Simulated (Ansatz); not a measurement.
**Convergence of Sr**

```yaml
crystal:
  lattice:
    - [-2.42500, 2.42500, 2.42500]
    - [2.42500, -2.42500, 2.42500]
    - [2.42500, 2.42500, -2.42500]
  atoms:
    - { symbol: Sr, position: [0.00000, 0.00000, 0.00000] }
```

Structure: COD 9008551, as refined from experiment and not relaxed. It was measured hot, at 887 K.

Level of theory: DFT, PBE, PAW with Ansatz's default frozen-core files, scalar-relativistic (Ansatz 0.2.0).

The runs use a Γ-centred 10×10×10 k mesh, Fermi–Dirac smearing of 0.05 eV, cutoff 420 eV, no spin polarisation. One setting is then changed at a time.

```tsv
k mesh	free energy less the base's (meV/atom)	P (GPa)
10×10×10 (base)	0.0	-0.60
3×3×3	?	?
5×5×5	0.8	-0.55
8×8×8	-0.3	-0.59
14×14×14	1.0	-0.58
```

Give the missing entry: row "3×3×3", column "free energy less the base's (meV/atom)".

180.

Give the missing entry: row "3×3×3", column "P (GPa)".

-0.11.
